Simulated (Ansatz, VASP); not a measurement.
## Cross-check of Al2O3 (Corundum) between VASP and Ansatz

Wanted: the spread between two codes on one cell, functional and k mesh. The cell is taken from a series of runs on this material, whose earlier steps may have relaxed, scaled, displaced or heated it; both programs get it as it stands.

Calculated with Ansatz 0.2.0; plane waves, with VASP 6.6.1 beside it; G0W0 gap at r2SCAN.

## (1) Starting point

It takes space group R-3c (No. 167, trigonal). The conventional cell has a = 4.760 Å, b = 4.760 Å, c = 12.996 Å, α = 90.00°, β = 90.00°, γ = 120.00°. Al has 6 O at 1.85 to 1.97 Å nearest. Nearest to O lie 4 Al at 1.85 to 1.97 Å. Farther neighbours and most contacts between anions are not listed.

As a file:

```cif
data_structure
_symmetry_space_group_name_H-M 'R-3c:H'
_symmetry_Int_Tables_number 167
_cell_length_a 4.7605
_cell_length_b 4.7605
_cell_length_c 12.9956
_cell_angle_alpha 90.000
_cell_angle_beta 90.000
_cell_angle_gamma 120.000
_cell_volume 255.05
loop_
_atom_site_label
_atom_site_type_symbol
_atom_site_symmetry_multiplicity
_atom_site_Wyckoff_symbol
_atom_site_fract_x
_atom_site_fract_y
_atom_site_fract_z
_atom_site_occupancy
Al1 Al 12 c 0.33333 0.66667 0.01883 1
O1 O 18 e 0.30668 0.00000 0.25000 1
```

## (2) Ansatz: G0W0 gap, r2SCAN

Ansatz runs on its default PAW (the set named soft_2) files.

Quasiparticle shifts depend on high empty states and on the cores, so they are the hardest test of two PAW sets.

input.yaml

```yaml
crystal:
  lattice:
    - [2.38025, 1.3742379782, 4.3318666667]
    - [-2.38025, 1.3742379782, 4.3318666667]
    - [0.0, -2.7484759565, 4.3318666667]
  atoms:
    - { symbol: Al, position: [0.35216, 0.35216, 0.35216] }
    - { symbol: Al, position: [0.14784, 0.14784, 0.14784] }
    - { symbol: Al, position: [0.64784, 0.64784, 0.64784] }
    - { symbol: Al, position: [0.85216, 0.85216, 0.85216] }
    - { symbol: O, position: [0.55668, 0.94332, 0.25] }
    - { symbol: O, position: [0.25, 0.55668, 0.94332] }
    - { symbol: O, position: [0.94332, 0.25, 0.55668] }
    - { symbol: O, position: [0.44332, 0.05668, 0.75] }
    - { symbol: O, position: [0.75, 0.44332, 0.05668] }
    - { symbol: O, position: [0.05668, 0.75, 0.44332] }
kpoints:
  mp_grid: { grid: [4, 4, 4] }
hamiltonian:
  xc: r2scan
scf:
  occupations: { method: fixed }
gw:
  n_empty_bands: 466
  ecut_chi: 180.0
  qp_bands: [v3, c3]
  qp_kpoints: band_edges
  screening: { model: contour_deformation }
```

The run is started by

```bash
> ansatz run input.yaml --threads 3 --pin off --max-ram 92160MiB --backend cuda --devices 1 --max-vram 13GiB --events-out ev --progress --plain --runs-dir out
```

Numbers of over 12 decimals in the logs are rounded to 6 here.

Log:

```text
GPUs: using 1 of 1 available (devices: 1).
Engine: ansatz 0.2.0, x86_64-unknown-linux-gnu
Pseudopotentials: kind: paw
Pseudopotential: Al, paw, valence charge 3, recommended cutoff 500 eV (meta_gga), Al.paw.azcp
Pseudopotential: O, paw, valence charge 6, recommended cutoff 500 eV (meta_gga), O.paw.azcp
Functional definition: r2SCAN
  parameter k0 = 0.174
  parameter k1 = 0.065
  parameter a1 = 4.9479
  exchange = r2scan_x(k0 = k0, k1 = k1, a1 = a1)
  correlation = r2scan_c
device memory: the entry about to start is reckoned to put 2.7 GiB on a device that reports 44.3 GiB free (of which the cap on the GPU budget leaves the run 13.0 GiB)
GPU FFT provider: cuFFT
GPU libraries: cuBLAS 13.8.2, cuFFT 12.4.0, cuSOLVER 12.3.4
Crystal: 10 atoms, lattice volume = 85.018 Å³
Basis set: ecut = 500 eV, 2169 PW (Γ), exchange–correlation on 160×160×160 points (64 copies of the dense FFT grid, shifted against one another)
Bands: 34, of which v1, the nominal top of the filled ones, is band 24 counted from 1 (23 counted from 0)
Symmetry: 12 space group operations
Space group: R-3c (ITA 167), of the structure as read, at distance tolerance 4.4e-5 Å
k-points: 13 of 64
Non-local potential: Al, projectors of the file, l = 0: 2, l = 1: 2, l = 2: 1
Non-local potential: O, projectors of the file, l = 0: 2, l = 1: 2, l = 2: 1
PAW form: soft (Blöchl's): semilocal exchange-correlation on the pseudo side does not see the compensation charge
PAW frozen core: Al, regenerated for the run's functional (the file was generated under x = pbe(κ = 0.804, μ = 0.219515), c = pbe(β = 0.066725))
PAW frozen core: O, regenerated for the run's functional (the file was generated under x = pbe(κ = 0.804, μ = 0.219515), c = pbe(β = 0.066725))
PAW one-centre angular grid: Al, 302 points (default); XC on 160 Gauss nodes
PAW one-centre angular grid: O, 302 points (default); XC on 160 Gauss nodes
Initial density: superposition of atomic densities (neutral atoms: chi_scale 0, normalization atom), corrected by the library's trained network
Initial wavefunctions: pseudopotential atomic-orbital guess
GPU buffer pool allocated for 64000 grid points (all kernels)
GPU transforms: local potential and band sums: pruned to the plane-wave sphere, on 40×40×40
Functional: x = r2scan, c = r2scan; τ floored in thin density (d = 2e-4 eV/Å³)
SCF iter   1: F=—  HF=-5590.107227 eV  |F-HF|=—  |Δ(HF+E_count)|=         —  Δρ=8.10e-3  dr2=5.26e-2  dr2_τ=6.28e-1  ethr=1.77e-3  ⟨swp⟩=5.5  Hψ=1849  notcnv=0  defer=92
preconditioner: auto → Resta (q_TF=auto, 2.480 Å⁻¹)  ε∞=3.1  [insulator: Δε(μ)=7.037 eV  Ē_g=19.029 eV  n_scr=20 (ndim 8)  ℏωp=27.9 eV  f_vac=0.000  ε∞_Penn≈3.1]
SCF iter   2: F=—  HF=-5590.629310 eV  |F-HF|=—  |Δ(HF+E_count)|=   5.22e-1  Δρ=5.82e-3  dr2=2.20e-2  dr2_τ=1.02e-3  ethr=1.10e-4  ⟨swp⟩=3.2  Hψ=928  notcnv=0  defer=103
SCF iter   3: F=—  HF=-5590.626418 eV  |F-HF|=—  |Δ(HF+E_count)|=   2.89e-3  Δρ=2.19e-3  dr2=3.21e-3  dr2_τ=2.00e-4  ethr=4.58e-5  ⟨swp⟩=2.5  Hψ=713  notcnv=0  defer=103
SCF iter   4: F=—  HF=-5590.625900 eV  |F-HF|=—  |Δ(HF+E_count)|=   5.18e-4  Δρ=6.70e-4  dr2=3.89e-4  dr2_τ=4.16e-5  ethr=6.69e-6  ⟨swp⟩=2.2  Hψ=710  notcnv=0  defer=104
SCF iter   5: F=—  HF=-5590.625846 eV  |F-HF|=—  |Δ(HF+E_count)|=   5.41e-5  Δρ=2.94e-4  dr2=7.50e-5  dr2_τ=1.24e-6  ethr=8.10e-7  ⟨swp⟩=2.0  Hψ=688  notcnv=0  defer=102
SCF iter   6: F=—  HF=-5590.625834 eV  |F-HF|=—  |Δ(HF+E_count)|=   1.23e-5  Δρ=8.39e-5  dr2=5.99e-6  dr2_τ=1.09e-7  ethr=1.56e-7  ⟨swp⟩=2.0  Hψ=706  notcnv=0  defer=69
SCF iter   7: F=-5590.625833 eV  HF=-5590.625833 eV  |F-HF|=4.49e-8  |Δ(HF+E_count)|=   1.16e-6  Δρ=9.61e-6  dr2=7.91e-8  dr2_τ=1.53e-9  ethr=2.08e-10  ⟨swp⟩=11.5  Hψ=2597  notcnv=0
SCF 1 converged in 7 iterations: F = -5590.625833 eV  dr2 = 7.91e-8
  greatest PAW one-centre occupation: 0.866 electrons in one spin orbital (limit 2), on the O atom at site 8 (counted from 0), in its partial waves of l = 0
device memory: the entry about to start is reckoned to put 3.5 GiB on a device that reports 46.4 GiB free (of which the cap on the GPU budget leaves the run 13.0 GiB)
NSCF: frozen V_eff on 13 k-points
the band table was solved once the SCF had ended and its energy, with any forces and stress, was formed, with the checks that follow a solve (1841 applications of the Hamiltonian). They found nothing against the state; the energy, forces and stress were not computed again (output.eigenvalues in the input reference)
device memory: the entry about to start is reckoned to put 3.4 GiB on a device that reports 45.7 GiB free (of which the cap on the GPU budget leaves the run 13.0 GiB)
NSCF: frozen V_eff on 13 k-points
G₀W₀ screening: q 1/13
[... further progress lines ...]
device memory: the entry about to start is reckoned to put 0.8 GiB on a device that reports 43.9 GiB free (of which the cap on the GPU budget leaves the run 13.0 GiB)
NSCF: frozen V_eff on 1 k-points
[...]
E_vtau       = 47.217602  (kinetic-family band-sum trace: ∫τ·v_τ [+ j·A + Jᵃ·Aᵃ] dr)
  E_ewald      = -2397.730569
  E_core_change = -0.432078  (= ΣΔE_core)
  E_smearing   = -0.000000  (= −TS)
  E_closure    = 0.000000  (closes the sum)
  Σ components = -5590.625833   (vs F -5590.625833, Δ=0.00e0)
--- Band table (eV; the first three rows and the last of 13) ---
  k-point 0: bands = [... 20 lower, 6.8211, 7.2909, 7.2909, 7.3489, 14.4634, 17.4778, 19.2783, 19.9547, ... 6 higher]
  k-point 1: bands = [... 20 lower, 6.5523, 6.8790, 7.1775, 7.2252, 15.7266, 18.4900, 18.5071, 19.0974, ... 6 higher]
  k-point 2: bands = [... 20 lower, 6.4067, 6.4067, 7.0558, 7.0558, 17.7659, 17.7659, 18.0440, 18.0440, ... 6 higher]
  k-point 12: bands = [... 20 lower, 6.9425, 6.9425, 6.9425, 6.9425, 16.9595, 16.9595, 19.5014, 19.5014, ... 6 higher]
--- G₀W₀: contour deformation, 6 samples at zero and on the imaginary axis and 2 off it, 64 q-points, 466 empty bands' worth ---
  eigenvalues of the whole cell's RPA ε∞ on this k-mesh (on a slab, of 1 + 4πα/V) = 2.8140, 2.8421, 2.8421; static W/v taken at q = 0 is 0.352952
  bands read: the sum over 490 bands ends inside a degenerate multiplet in 1 slot, whose members it reads at an even weight; the widest, k=12: bands 489 to 492 (counted from 1) at 2/4 each
  gw.qp_kpoints: band_edges: 12 of 13 stored k-points solved, in 1 pass; an edge of the gap read off the rows below is read off those points alone
    valence top: of the k-points left out ik 11 came nearest to being solved in a further pass, in band 23 (counted from 1, as in the quasiparticle table): it holds the edge there only if its correction is more favourable than any solved in that band by at least 0.587 eV; those differ by 0.114 eV
    conduction bottom: of the k-points left out ik 11 came nearest to being solved in a further pass, in band 25 (counted from 1, as in the quasiparticle table): it holds the edge there only if its correction is more favourable than any solved in that band by at least 3.443 eV; those differ by 0.442 eV
    ik  band        ε_KS         Σx   Σc(E_QP)       V_xc       Z   E_QP_lin       E_QP  E_QP is
     0    22      7.2909   -27.0254     3.8918   -21.8889  0.8198     6.0373     6.0462  root
     0    23      7.2909   -27.0254     3.8918   -21.8889  0.8198     6.0373     6.0462  root
     0    24      7.3489   -26.9660     3.8543   -21.8740  0.8203     6.1026     6.1113  root
     0    25     14.4634   -10.9514    -3.8645   -15.8860  0.8613    15.5379    15.5335  root
     0    26     17.4778    -7.6885    -4.2139   -12.8386  0.8664    18.4178    18.4140  root
     0    27     19.2783    -9.7148    -4.4337   -15.4084  0.8580    20.5459    20.5382  root
     1    22      6.8790   -26.5842     4.0252   -21.2251  0.8174     5.5341     5.5451  root
     1    23      7.1775   -26.8541     3.9421   -21.6339  0.8190     5.8897     5.8993  root
     1    24      7.2252   -26.8505     3.9182   -21.6643  0.8193     5.9477     5.9572  root
     1    25     15.7266   -11.4979    -3.9304   -16.6075  0.8553    16.9115    16.9058  root
     1    26     18.4900    -9.0574    -4.3274   -14.5200  0.8611    19.6311    19.6251  root
     1    27     18.5071    -8.3654    -4.3035   -13.7289  0.8599    19.5723    19.5671  root
     2    22      6.4067   -26.2058     4.1141   -20.6753  0.8160     4.9772     4.9902  root
     2    23      7.0558   -26.6658     4.0002   -21.3512  0.8179     5.7308     5.7413  root
     2    24      7.0558   -26.6658     4.0002   -21.3512  0.8179     5.7308     5.7413  root
     2    25     17.7659    -9.8063    -4.2213   -15.1968  0.8539    18.9417    18.9353  root
     2    26     17.7659    -9.8063    -4.2213   -15.1968  0.8539    18.9417    18.9353  root
     2    27     18.0440    -9.3087    -4.3026   -14.7423  0.8603    19.1808    19.1750  root
     3    22      6.7272   -26.4199     4.0932   -20.9555  0.8162     5.3440     5.3560  root
     3    23      7.0769   -26.7331     3.9183   -21.5229  0.8194     5.7752     5.7850  root
     3    24      7.1655   -26.8723     3.9411   -21.6499  0.8190     5.8746     5.8843  root
     3    25     15.9935   -11.4733    -3.9615   -16.6302  0.8544    17.1948    17.1888  root
     3    26     18.5075    -8.3285    -4.2915   -13.6807  0.8589    19.5735    19.5682  root
     3    27     18.5656    -9.1704    -4.3359   -14.6511  0.8606    19.7164    19.7104  root
[...]
10    26     18.1393    -9.7740    -4.2815   -15.2501  0.8523    19.3408    19.3339  root
    10    27     19.1086    -7.8367    -4.3494   -13.1907  0.8622    20.1179    20.1132  root
    12    22      6.9425   -26.7850     3.9754   -21.5022  0.8185     5.6249     5.6351  root
    12    23      6.9425   -26.7850     3.9754   -21.5022  0.8185     5.6249     5.6351  root
    12    24      6.9425   -26.7850     3.9754   -21.5022  0.8185     5.6249     5.6351  root
    12    25     16.9595   -10.0971    -4.1417   -15.3855  0.8559    18.1120    18.1061  root
    12    26     16.9595   -10.0971    -4.1417   -15.3855  0.8559    18.1120    18.1061  root
    12    27     19.5014    -6.9009    -4.3727   -12.2010  0.8668    20.4330    20.4289  root
```

In the SCF lines HF is the Harris–Foulkes energy and dr2 the Hartree energy of the density residual, in eV; the loop may stop once dr2 is under the threshold and the program's other checks hold. Hψ counts applications of the Hamiltonian.

(Continued in part 2 of 2.)

[Lines on the potential files, build, host, timing and source positions are cut from VASP's logs without a mark.]

[Logs are printed without paths, hosts, clocks, repeated set-up lines and the standing remarks that a program may print on its own settings, such as how far it seeks lower states.]

[Hosts, paths, dates, database ids (printed as entryN), source tags and the programs' standing remarks are cut or masked in the printed files.]
